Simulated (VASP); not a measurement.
# Y: single point with revPBE

Crystal: Y.

```
Y
1.0
     0.00000    2.56031    2.56031
     2.56031    0.00000    2.56031
     2.56031    2.56031    0.00000
Y
1
Direct
  0.00000 0.00000 0.00000
```

This isn't the form of Y at room conditions, which is hcp.

```yaml
Program: VASP 6.6.1
Task: single point
Functional: revPBE
Potentials_or_basis: VASP PAW PBE potentials, release 64 (Y_sv)
Cutoff: 520 eV
k_mesh: 17 × 17 × 17
Occupations: fermi-dirac, width 0.1 eV
Spin: no spin polarisation
```

```json
{
  "Pressure": "-0.1 GPa",
  "Band gap on the k mesh": "none (metal or under the smearing width)"
}
```

Levels at points of the mesh, in eV from the Fermi level:
```
           k point  band 2  band 3  band 4  band 5  band 6  band 7  band 8  band 9
(0.00, 0.00, 0.00)  -22.51  -22.51  -22.51   -4.70    1.77    1.77    1.77    3.70
```

It took 2.7 min on 1 thread of Intel(R) Xeon(R) Platinum 8375C CPU @ 2.90GHz (Ice Lake), on a shared host, peak memory 0.22 GiB.

Caveat: the PAW data sets were made with another functional, which shifts forces and pressure a little.
